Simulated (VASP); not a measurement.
# Mn (P6_3/mmc) in VASP: a series of runs, part 2 of 2

VASP 6.6.1. The steps go on from the part before.

## 3. Single point, PBE, collinear spin, ferromagnetic start

Input file INCAR:

```
PREC = Low
ENCUT = 460
EDIFF = 1E-6
ISMEAR = 1
SIGMA = 0.1
LREAL = F
LASPH = T
NELM = 100
ALGO = Normal
ISIF = 2
LWAVE = F
LCHARG = F
ISPIN = 2
MAGMOM = 4 4
LORBIT = 11
LMAXMIX = 4
GGA = PE
ADDGRID = F
```

Input file KPOINTS:

```
regular mesh
0
Gamma
  9 9 5
```

Input file POSCAR:

```
Mn
1.0
    2.4836457705      0.0000000000      0.0000000000
   -1.2418228853      2.1509003313      0.0000000000
    0.0000000000      0.0000000000      4.0261950000
Mn
2
Direct
    0.3276130000      0.6533230000      0.2419640000
    0.6727760000      0.3616470000      0.7542400000
```

Potentials or basis: VASP PAW PBE potentials, release 64 (Mn_pv).

The run is started by

```sh
cat potpaw_PBE.64/Mn_pv/POTCAR > POTCAR
mpirun -np 1 vasp_std > vasp.out
```

OUTCAR:

```text
PREC = Low
   ENCUT = 460
   EDIFF = 1E-6
   ISMEAR = 1
   LREAL = F
   LASPH = T
   NELM = 100
   ISIF = 2
   ISPIN = 2
   LORBIT = 11
   GGA = PE

 Found    203 irreducible k-points:

 Following reciprocal coordinates:
            Coordinates               Weight
  0.000000  0.000000  0.000000      1.000000
  0.111111  0.000000  0.000000      2.000000
  0.000000  0.111111  0.000000      2.000000
 -0.111111  0.111111  0.000000      2.000000
  0.222222  0.000000  0.000000      2.000000
  0.000000  0.222222  0.000000      2.000000
   k-points           NKPTS =    203   k-points in BZ     NKDIM =    203   number of bands    NBANDS=     21
   number of dos      NEDOS =    301   number of ions     NIONS =      2
   total plane-waves  NPLWV =   4704
   dimension x,y,z NGX =    14 NGY =   14 NGZ =   24
   dimension x,y,z NGXF=    14 NGYF=   14 NGZF=   24
   ions per type =               2
   NGX,Y,Z   is equivalent  to a cutoff of   9.37,  9.37,  9.91 a.u.
   NGXF,Y,Z  is equivalent  to a cutoff of   9.37,  9.37,  9.91 a.u.
 SYSTEM =  unknown system
   PREC   = low       normal or accurate (medium, high low for compatibility)
   ISTART =      0    job   : 0-new  1-cont  2-samecut
   ICHARG =      2    charge: 1-file 2-atom 10-const
   ISPIN  =      2    spin polarized calculation?
   LNONCOLLINEAR =      F non collinear calculations
   LSORBIT =      F    spin-orbit coupling
   LASPH  =      T    aspherical Exc in radial PAW
   ENCUT  =  460.0 eV  33.81 Ry    5.81 a.u.   4.34  4.34  7.04*2*pi/ulx,y,z
   NELM   =    100;   NELMIN=  2; NELMDL= -5     # of ELM steps
   EDIFF  = 0.1E-05   stopping-criterion for ELM
   LREAL  =      F    real-space projection
   EDIFFG = 0.1E-04   stopping-criterion for IOM
   NSW    =      0    number of steps for IOM
   IBRION =     -1    ionic relax: 0-MD 1-quasi-New 2-CG
   NFREE  =      0    steps in history (QN), initial steepest desc. (CG)
   ISIF   =      2    stress and relaxation
   ISYM   =      2    0-nonsym 1-usesym 2-fastsym
   POTIM  = 0.5000    time-step for ionic-motion
   TEBEG  =    0.0;   TEEND  =   0.0 temperature during run
   PSTRESS=    0.0 pullay stress
   NELECT =      26.0000    total number of electrons
   NUPDOWN=      -1.0000    fix difference up-down
   EMIN   =  10.00;   EMAX   =-10.00  energy-range for DOS
   EFERMI =   0.00;   METHOD = LEGACY
   ISMEAR =     1;   SIGMA  =   0.10  broadening in eV -4-tet -1-fermi 0-gaus
   EFERMI_NEDOS =   21; number of points for ismear=-14 and -15
   IALGO  =     38    algorithm
[... 33 lines left out ...]
 E-fermi :  10.3379     XC(G=0): -14.0111

 val. band max:       10.3303041279   @ k =   0.1111   0.4444   0.4000
 cond. band min:      10.3387866264   @ k =  -0.4444  -0.4444   0.4000
 fundamental gap:      0.0084824985
 Fermi energy:        10.3379097046

 spin component 1

 k-point     1 :       0.0000    0.0000    0.0000
  band No.  band energies     occupation
      1     -37.9253      1.00000
      2     -37.2609      1.00000
      3     -37.2465      1.00000
      4     -37.1711      1.00000
      5     -37.1428      1.00000
      6     -37.1290      1.00000
[... 133 lines left out ...]
     20      26.0584      0.00000
     21      30.5274      0.00000

 [... further k-points ...]

 spin component 2

 k-point     1 :       0.0000    0.0000    0.0000
  band No.  band energies     occupation
      1     -37.9250      1.00000
      2     -37.2605      1.00000
      3     -37.2460      1.00000
      4     -37.1706      1.00000
      5     -37.1425      1.00000
      6     -37.1286      1.00000
[... 133 lines left out ...]
     20      26.0585      0.00000
     21      30.5274      0.00000

 [... further k-points ...]

------------------------ aborting loop because EDIFF is reached ----------------------------------------

  FORCE on cell =-STRESS in cart. coord.  units (eV):
  Direction    XX          YY          ZZ          XY          YZ          ZX
  --------------------------------------------------------------------------------------
  -------------------------------------------------------------------------------------
  Total        0.0934883     -0.3117724     -0.3024522     -0.0213901      0.0834929     -0.0189160
  in kB        6.9640686    -23.2243464    -22.5300746     -1.5933771      6.2194999     -1.4090800
  external PRESSURE =     -12.9301174 kB  Pullay stress =       0.0000000 kB

 VOLUME and BASIS-vectors are now :
 -----------------------------------------------------------------------------
  energy-cutoff  :      460.00
  volume of cell :       21.51
      direct lattice vectors                 reciprocal lattice vectors
     2.483645770  0.000000000  0.000000000     0.402633907  0.232460795  0.000000000
    -1.241822885  2.150900331  0.000000000     0.000000000  0.464921589  0.000000000
     0.000000000  0.000000000  4.026195000     0.000000000  0.000000000  0.248373464

 POSITION                                       TOTAL-FORCE (eV/Angst)
 -----------------------------------------------------------------------------------
      0.00236      1.40523      0.97419        -0.022220      0.182247      0.122914
      1.22184      0.77787      3.03672         0.022220     -0.182247     -0.122914
 -----------------------------------------------------------------------------------
    total drift:                                0.003375      0.001161      0.001714

  FREE ENERGIE OF THE ION-ELECTRON SYSTEM (eV)
  ---------------------------------------------------
  free  energy   TOTEN  =       -17.8690744041 eV

  energy  without entropy=      -17.8689913434  energy(sigma->0) =      -17.86904672

 total charge

# of ion       s       p       d       tot
------------------------------------------
    1        0.427   6.401   5.160  11.988
    2        0.427   6.401   5.160  11.988
--------------------------------------------------
tot          0.854  12.802  10.319  23.975

 magnetization (x)

# of ion       s       p       d       tot
------------------------------------------
    1       -0.000   0.000   0.000   0.000
    2       -0.000   0.000   0.000   0.000
--------------------------------------------------
tot         -0.000   0.000   0.000   0.000
```

Run time: 2.5 min. Hardware: 1 thread of AMD EPYC, shared host; peak memory 0.16 GiB.

The run converged, but some of its settings lie outside the range that counts as converged, so its numbers aren't taken as properties of the crystal.

What came out:

| Item | Value |
| --- | --- |
| Free energy | -17.8691 eV |
| Pressure | -1.3 GPa |
| Largest force | 0.221 eV/Å |
| Band gap on the k mesh | none (metal or under the smearing width) |
| Net moment | 0.00 μB per cell |
| Valence electrons inside the program's atomic spheres | Mn 11.99 |

Caveat: the starting moments collapsed, and a magnetic state may lie lower.

## 4. Single point, PBE, collinear spin, ferromagnetic start

INCAR, as its differences from that of step 3:

```diff
@@ -1,2 +1,2 @@
-PREC = Low
+PREC = Normal
 ENCUT = 460
```

KPOINTS is that of step 3.

Input file POSCAR:

```
Mn
1.0
    2.4836457705      0.0000000000      0.0000000000
   -1.2418228853      2.1509003313      0.0000000000
    0.0000000000      0.0000000000      4.0261950000
Mn
2
Direct
    0.3333333333      0.6666666667      0.2500000000
    0.6666666667      0.3333333333      0.7500000000
```

The run is started by

```sh
cat potpaw_PBE.64/Mn_pv/POTCAR > POTCAR
mpirun -np 1 vasp_std > vasp.out
```

Wall time 34 s (1 thread of AMD EPYC, shared host); peak memory 0.1 GiB.

These settings aren't checked as converged: the numbers below hold their error.

Results:

| Property | Result |
| --- | --- |
| Free energy | -17.8809 eV |
| Pressure | -2.0 GPa |
| Band gap on the k mesh | none (metal or under the smearing width) |
| Net moment | 0.00 μB per cell |
| Valence electrons inside the program's atomic spheres | Mn 11.98 |

Caveat: the starting moments collapsed, and a magnetic state may lie lower.

## 5. Single point, PBE, collinear spin, ferromagnetic start

INCAR is that of step 4.

KPOINTS is that of step 4.

Input file POSCAR:

```
Mn
1.0
    2.4836457705      0.0000000000      0.0000000000
   -1.2418228853      2.1509003313      0.0000000000
    0.0000000000      0.0000000000      4.0261950000
Mn
2
Direct
    0.3276130000      0.6533230000      0.2419640000
    0.6727760000      0.3616470000      0.7542400000
```

The run is started by

```sh
cat potpaw_PBE.64/Mn_pv/POTCAR > POTCAR
mpirun -np 1 vasp_std > vasp.out
```

It took 2.4 min on 1 thread of AMD EPYC, shared host; peak memory 0.17 GiB.

These settings aren't checked as converged: the numbers below hold their error.

What came out:

```yaml
Free_energy: -17.8690 eV
Pressure: -1.6 GPa
Largest_force: 0.242 eV/Å
Band_gap_on_the_k_mesh: none (metal or under the smearing width)
Net_moment: 0.00 μB per cell
Valence_electrons_inside_the_program's_atomic_spheres: Mn 11.99
```

Caveat: the starting moments collapsed, and a magnetic state may lie lower.
